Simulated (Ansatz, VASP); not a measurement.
One calculation of B, two programs

Contents of POSCAR:

```
B
1.0
    2.8591632103      0.0000000000      0.0000000000
   -1.4295816051      2.4761079736      0.0000000000
    0.0000000000      0.0000000000      2.8356238873
B
3
Direct
    0.0000000000      0.0000000000      0.0000000000
    0.3333333333      0.6666666667      0.5000000000
    0.6666666667      0.3333333333      0.5000000000
```

Contents of INCAR.step1:

```
PREC = Accurate
ENCUT = 520
ISMEAR = -1
SIGMA = 0.1
LREAL = False
LASPH = True
NELM = 100
NBANDS = 12
GGA = PE
ALGO = Normal
EDIFF = 1E-4
LWAVE = True
LCHARG = False
```

INCAR.step2

```
PREC = Accurate
ENCUT = 520
EDIFF = 1E-6
ISMEAR = -1
SIGMA = 0.1
LREAL = False
LASPH = True
NELM = 100
ALGO = Normal
ISIF = 2
LWAVE = False
LCHARG = False
METAGGA = R2SCAN
LMIXTAU = True
NBANDS = 12
ISTART = 1
```

KPOINTS

```
Automatic mesh
0
Gamma
  14 14 12
```

Input for Ansatz:

```yaml
crystal:
  lattice:
    - [2.8591632103, 0.0, 0.0]
    - [-1.4295816051, 2.4761079736, 0.0]
    - [0.0, 0.0, 2.8356238873]
  atoms:
    - { symbol: B, position: [0.0, 0.0, 0.0] }
    - { symbol: B, position: [0.3333333333, 0.6666666667, 0.5] }
    - { symbol: B, position: [0.6666666667, 0.3333333333, 0.5] }
hamiltonian:
  xc: r2scan
  pseudopotentials:
    kind: paw
    azcp:
      B: "pseudopotentials/B.paw.azcp"
basis:
  ecutwfc: 500
  fft_grid_basis: typed
kpoints:
  mp_grid: { grid: [14, 14, 12], shift: [0, 0, 0] }
magnetization:
  spin_polarized: false
scf:
  occupations: { method: fermi_dirac, width: 0.1 }
  lower_state_search: "off"
output:
  stress: true
  write_density: true
  write_potential: true
  elf: true
  volumetric_format: npy
```

Alike in both runs: task single point; functional r2SCAN; k mesh 14 × 14 × 12; occupations fermi-dirac, width 0.1 eV; no spin polarisation.

```csv
,VASP,Ansatz
version,VASP 6.6.1,Ansatz 0.2.0
potentials or method,"VASP PAW PBE potentials, release 64 (B)","plane waves (500 eV) with PAW, scalar-relativistic"
plane-wave cutoff (eV),520,500
valence electrons in the cell,9,9
```

Ansatz gave:

- pressure (GPa): 0.0
- largest component of the traceless stress (GPa): 0.75

**Question.** Estimate VASP's values.

**Answer.** Pressure (GPa): 0.2; largest component of the traceless stress (GPa): 0.81.

Caveats: the PAW data sets were made with another functional, which shifts forces and pressure a little (VASP).
